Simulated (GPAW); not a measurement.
BaTiO3:

```
Ba Ti O
1.0
     3.99980    0.00000    0.00000
     0.00000    3.99980    0.00000
     0.00000    0.00000    4.01800
Ba Ti O
1 1 3
Direct
  0.00000 0.00000 0.00000
  0.50000 0.50000 0.49000
  0.00000 0.50000 0.51700
  0.50000 0.00000 0.51700
  0.50000 0.50000 0.01900
```

```yaml
Program: GPAW 26.7.0
Task: relaxation of cell and atoms
Functional: revPBE
Dispersion: D3
Potentials_or_basis: the program's PAW data sets (release 1.2.1) made for this functional
Cutoff: 800 eV
Basis: pw
k_mesh: 4 × 4 × 4
Occupations: fermi-dirac, width 0.05 eV
Spin: no spin polarisation
```

At the start: pressure 2.7 GPa; volume 12.86 Å³/atom.

Where does the relaxation end?

Over 25 steps the energy falls by 7.7 meV/atom and the volume is 13.32 Å³/atom (+3.6 %); space group P4mm (No. 99, to 0.05 Å).

The path:
| step | energy change (eV) | largest force (eV/Å) | pressure (GPa) | volume (Å³) |
| --- | --- | --- | --- | --- |
| 1 | 0.0000 | 0.2569 | 2.67 | 64.28 |
| 2 | -0.0025 | 0.2340 | 2.52 | 64.36 |
| 3 | -0.0070 | 0.1909 | 2.22 | 64.53 |
| 4 | -0.0123 | 0.1338 | 1.82 | 64.76 |
| 5 | -0.0174 | 0.0973 | 1.34 | 65.05 |
| 6 | -0.0215 | 0.0530 | 0.82 | 65.38 |
| 7 | -0.0246 | 0.0704 | 0.28 | 65.73 |
| 8 | -0.0268 | 0.0835 | -0.25 | 66.06 |
| 9 | -0.0288 | 0.0858 | -0.78 | 66.38 |
| 10 | -0.0308 | 0.0751 | -1.19 | 66.63 |
| 11 | -0.0332 | 0.0764 | -1.34 | 66.77 |
| 12 | -0.0360 | 0.0718 | -1.06 | 66.76 |
| 13 | -0.0382 | 0.0179 | -0.30 | 66.60 |
| 14 | -0.0375 | 0.0832 | 0.62 | 66.36 |
| 15 | -0.0377 | 0.0667 | 0.55 | 66.38 |
| 16 | -0.0379 | 0.0443 | 0.43 | 66.41 |
| 17 | -0.0381 | 0.0372 | 0.28 | 66.45 |
| 18 | -0.0383 | 0.0297 | 0.12 | 66.50 |
| 19 | -0.0385 | 0.0431 | -0.02 | 66.55 |
| 20 | -0.0386 | 0.0434 | -0.11 | 66.59 |
| 21 | -0.0386 | 0.0296 | -0.16 | 66.63 |
| 22 | -0.0386 | 0.0282 | -0.16 | 66.62 |
| 23 | -0.0386 | 0.0256 | -0.15 | 66.62 |
| 24 | -0.0387 | 0.0217 | -0.14 | 66.62 |
| 25 | -0.0387 | 0.0169 | -0.12 | 66.62 |

Final structure:
```xyz
5
Lattice="3.9929 0.0000 0.0000 0.0000 3.9929 0.0000 0.0000 0.0000 4.1783" Properties=species:S:1:pos:R:3 pbc="T T T"
Ba    0.0000    0.0000   -0.0330
Ti    1.9964    1.9964    1.9797
O     0.0000    1.9964    2.1738
O     1.9964    0.0000    2.1738
O     1.9964    1.9964    0.1534
```

Caveat: the k mesh is coarse; later steps reuse the first step's grids.
